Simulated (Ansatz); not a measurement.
**Is this CaO structure a true minimum?**

The cell was reached from a generator's guess, though it ends in a space group that the Crystallography Open Database lists for this formula.

Theory: Ansatz, DFT PBE, scalar-relativistic, plane waves, PAW. Plane waves to 420 eV, a k mesh through Γ of 8×8×8 on the computed 2-atom cell and Gaussian smearing (0.02 eV); no spin polarisation.

The cell below (2 atoms, space group Fm-3m (No. 225)) is relaxed within its symmetry.

```xyz
2
Lattice="0.0000 2.4155 2.4155 2.4155 0.0000 2.4155 2.4155 2.4155 0.0000" Properties=species:S:1:pos:R:3 pbc="T T T"
Ca    2.4155    2.4155    2.4155
O     0.0000    0.0000    0.0000
```

For the test a repeat of it with 4 atoms (edges 3.42, 3.42, 5.92 Å) was strained at random (σ = 1.5 % a component), the atoms were moved at random (σ = 0.05 Å), and all was relaxed again on a coarse 6×6×6 mesh (in the run’s order of axes) with 0.10 eV smearing, with no symmetry imposed.

Problem. Is the structure stable against such a distortion?

Solution. It returns, within 1 meV/atom of the unmoved cell on that mesh and with the same symmetry when read at 0.1 Å. So it is stable against the distortions that fit this cell and that this random move excites. Modes that don't fit the cell aren't tested.
